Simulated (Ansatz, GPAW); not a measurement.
One calculation of Pt, 3 ways

```
CELL_PARAMETERS angstrom
0.00000 1.96090 1.96090
1.96090 0.00000 1.96090
1.96090 1.96090 0.00000
ATOMIC_POSITIONS crystal
Pt 0.00000 0.00000 0.00000
```

Alike in all runs: task single point; functional PBE; k mesh 12 × 12 × 12; occupations gaussian, width 0.024 eV; no spin polarisation; no spin-orbit coupling. Pressure is positive in compression and, in plane waves, holds the error of the finite cutoff, which Ansatz's Pulay term estimates and takes out.

```csv
program and potentials,plane-wave cutoff (eV),notes,band gap (eV),pressure (GPa)
"Ansatz, Ansatz PAW",420,18 valence electrons an atom on average; Pulay term of +0.08 GPa included,no gap,10.21
"Ansatz, all-electron LAPW, scalar-relativistic",-,-,?,?
"GPAW, GPAW PAW data sets (gpaw-data 1.2.1)",600,16 valence electrons an atom on average,no gap,9.72
```

Problem. Estimate from the other rows what the run with Ansatz, all-electron LAPW, scalar-relativistic gave.

Solution. No band gap; pressure 10.17 GPa. The other rows, which needn't bracket it: pressure 9.72 to 10.21.
